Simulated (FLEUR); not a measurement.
The system is NiO.

```xyz
2
Lattice="0.0000 2.0859 2.0859 2.0859 0.0000 2.0859 2.0859 2.0859 0.0000" Properties=species:S:1:pos:R:3 pbc="T T T"
Ni    0.0000    0.0000    0.0000
O     2.0859    2.0859    2.0859
```

Base run:

| Item | Value |
| --- | --- |
| Program | FLEUR MaX-R8.1 (later development tree) |
| Functional | PBEsol |
| Potentials or basis | all-electron |
| Basis | FLAPW |
| Kmax | 4.78 1/bohr |
| k mesh | 9 × 9 × 9 |
| Occupations | fermi-dirac, width 0.05 eV |
| Spin | collinear spin, ferromagnetic start |
| Starting moments | [1.0, 0.0] μB |
| Hubbard terms | Ni d U = 2 eV |

Its results: band gap on the k mesh 0.20 eV, indirect (least direct gap 1.04 eV); net moment 2.00 μB per cell; site moments Ni +1.67; O +0.29 μB.

Problem. The run is repeated on the same cell with these changes: hubbard terms from Ni d U = 2 eV to Ni d U = 4 eV. What comes out?

Solution. Band gap on the k mesh 1.26 eV, indirect (least direct gap 2.04 eV); net moment 2.00 μB per cell; site moments Ni +1.72; O +0.24 μB.

Caveats: an odd mesh through Γ misses points on the zone boundary, where band edges often lie; a cell with one magnetic atom can't hold antiferromagnetic order, which such compounds often take.
